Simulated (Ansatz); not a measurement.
# AlN: a bulk modulus from differences

The cell was found from a structure generator's guess, not taken from experiment.

The calculation used DFT PBE, scalar-relativistic, plane waves, PAW (Ansatz 0.2.0). Settings of the last relaxation (8-atom cell): 420 eV, 4×4×8 k points, Gaussian smearing of 0.02 eV, no spin polarisation.

```
CELL_PARAMETERS angstrom
5.32911 0.00000 0.00000
0.00000 5.32911 0.00000
0.00000 0.00000 3.12184
ATOMIC_POSITIONS crystal
Al 0.67699 0.67699 0.00000
Al 0.17699 0.82301 0.50000
Al 0.82301 0.17699 0.50000
Al 0.32301 0.32301 0.00000
N 0.81542 0.81542 0.50000
N 0.18458 0.18458 0.50000
N 0.68458 0.31542 0.00000
N 0.31542 0.68458 0.00000
```

The cell was set to several volumes, with shape and atoms relaxed at each where symmetry leaves them free. Pressure is positive in compression, and energies count from the lowest row.

```
row  V (Å³/atom)  P (GPa)  ΔE (meV/atom)  gap on mesh (eV)
  1        9.752    28.89          109.3              4.53
  2       10.085    20.17           58.6              4.34
  3       10.417        ?              ?                 ?
  4       10.750     5.85            6.0              3.94
  5       11.082     0.04            0.0              3.74
  6       11.415    -5.01            5.3              3.54
  7       11.747    -9.38           20.3              3.35
  8       12.191   -14.31           53.3              3.10
```

Question: Find B = −V·ΔP/ΔV from rows 4 and 6 and from rows 1 and 2, and from the two its slope B′ and its value B0 at zero pressure.

Answer: Rows 4 and 6 give −(10.750 + 11.415)/2 × (-5.01 − (5.85))/(11.415 − 10.750) = 181.0 GPa at a mean pressure of 0.42 GPa. Rows 1 and 2 give −(9.752 + 10.085)/2 × (20.17 − (28.89))/(10.085 − 9.752) = 259.7 GPa at a mean pressure of 24.53 GPa. So B′ = (259.7 − 181.0)/(24.53 − (0.42)) = 3.26 and B0 = 181.0 − 3.26 × (0.42) = 179.6 GPa. A third-order Birch–Murnaghan fit to all the energies gives B0 = 179.6 GPa and B′ = 3.6.

Question: Estimate the pressure and energy of row 3.

Answer: From row 5, V0 = 11.082 × (1 + (0.04)/179.6) = 11.084 Å³/atom. Murnaghan's form P = (B0/B′)·[(V0/V)^B′ − 1] gives (179.6/3.26) × [(11.084/10.417)^3.26 − 1] = 12.35 GPa; the computed pressure is 12.52 GPa, so the estimate is off by -0.17 GPa. The work of compression from row 4, with the mean of the two pressures, gives ΔE = 6.0 + (12.35 + 5.85)/2 × (10.750 − 10.417)/160.2 × 1000 = 24.9 meV/atom (1 eV/Å³ = 160.2 GPa); the computed value is 24.9 meV/atom.

Question: Fit the gap against pressure through the other rows and estimate it at the computed pressure of row 3.

Answer: Over the 7 rows the mean pressure is 3.7500 GPa and the mean gap is 3.791 eV. The sums of products of deviations are S_xx = 1495 and S_xy = 48.56, so the slope is 48.56/1495 = 0.03248 (r = 0.99, rms misfit 0.07 eV). At 12.52 GPa the line gives 3.791 + (0.03248) × (12.52 − 3.7500) = 4.08 eV. The computed value is 4.14 eV, so the line is off by -0.06 eV, no more than the largest miss among the fitted rows (0.10 eV).

Kohn–Sham gaps at this level usually fall short of measured ones. All volumes keep the k mesh of the relaxed cell. A later test with randomly moved atoms came back to the same energy, though modes that don't fit the test's cell weren't probed.
